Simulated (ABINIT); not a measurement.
Crystal: TiC.

```xyz
2
Lattice="0.0000 2.1657 2.1657 2.1657 0.0000 2.1657 2.1657 2.1657 0.0000" Properties=species:S:1:pos:R:3 pbc="T T T"
Ti    0.0000    0.0000    0.0000
C     2.1657    2.1657    2.1657
```

The cell is a database's computed one.

| Quantity | Value |
| --- | --- |
| Program | ABINIT 10.8.3 (patched build) |
| Task | relaxation of cell and atoms |
| Functional | LDA |
| Potentials or basis | PseudoDojo NC SR LDA v0.4.1 standard |
| Cutoff | 1143 eV |
| k mesh | 8 × 8 × 8 |
| Occupations | fermi-dirac, width 0.05 eV |
| Spin | no spin polarisation |

At the start: pressure -12.2 GPa; volume 10.16 Å³/atom.

Task: Where does the relaxation end?

Result: Over 4 steps the energy falls by 18.9 meV/atom and the volume is 9.68 Å³/atom (-4.7 %); space group Fm-3m (No. 225, to 0.05 Å).

Step by step:
| step | energy change (eV) | largest force (eV/Å) | pressure (GPa) | volume (Å³) |
| --- | --- | --- | --- | --- |
| 1 | 0.0000 | 0.0000 | -12.25 | 20.32 |
| 2 | -0.0360 | 0.0000 | -2.79 | 19.56 |
| 3 | -0.0377 | 0.0000 | 0.16 | 19.36 |
| 4 | -0.0377 | 0.0000 | 0.00 | 19.37 |

Final structure:
```
Ti C
1.0
     0.00000    2.13150    2.13150
     2.13150    0.00000    2.13150
     2.13150    2.13150    0.00000
Ti C
1 1
Direct
  0.00000 0.00000 0.00000
  0.50000 0.50000 0.50000
```
